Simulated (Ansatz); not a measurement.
Space group P6_3/mmc (No. 194). a = 2.455 Å, b = 2.455 Å, c = 7.965 Å, α = 90.00°, β = 90.00°, γ = 120.00°
```csv
atom,site,symmetry,x,y,z
Co,2a,-3m.,0.0000,0.0000,0.0000
Co,2c,-6m2,0.3333,0.6667,0.2500
```

Equation of state of this Co structure (not necessarily the ground state), with shape and atoms relaxed at each volume where symmetry leaves them free. It has no gap at any of these volumes. Computed with DFT PBEsol, scalar-relativistic, plane waves, PAW (Ansatz).

Settings: cutoff 420 eV, Γ-centred mesh 18×18×6 on the computed 4-atom cell, Gaussian smearing of 0.10 eV; collinear spin.

```json
{"V (Å³/atom)": "9.148", "E − E(largest V) (meV/atom)": "80.30", "P (GPa)": "42.76"}
{"V (Å³/atom)": "9.459", "E − E(largest V) (meV/atom)": "10.55", "P (GPa)": "29.18"}
{"V (Å³/atom)": "9.771", "E − E(largest V) (meV/atom)": "-34.69", "P (GPa)": "17.70"}
{"V (Å³/atom)": "10.083", "E − E(largest V) (meV/atom)": "-59.38", "P (GPa)": "8.07"}
{"V (Å³/atom)": "10.395", "E − E(largest V) (meV/atom)": "-66.92", "P (GPa)": "0.00"}
{"V (Å³/atom)": "10.707", "E − E(largest V) (meV/atom)": "-60.07", "P (GPa)": "-6.80"}
{"V (Å³/atom)": "11.019", "E − E(largest V) (meV/atom)": "-40.99", "P (GPa)": "-12.52"}
{"V (Å³/atom)": "11.435", "E − E(largest V) (meV/atom)": "0.00", "P (GPa)": "-18.61"}
```

Task: Fit a third-order Birch–Murnaghan equation to E(V).

Result: V0 = 10.39 Å³/atom, B0 = 247 GPa, B0' = 4.8.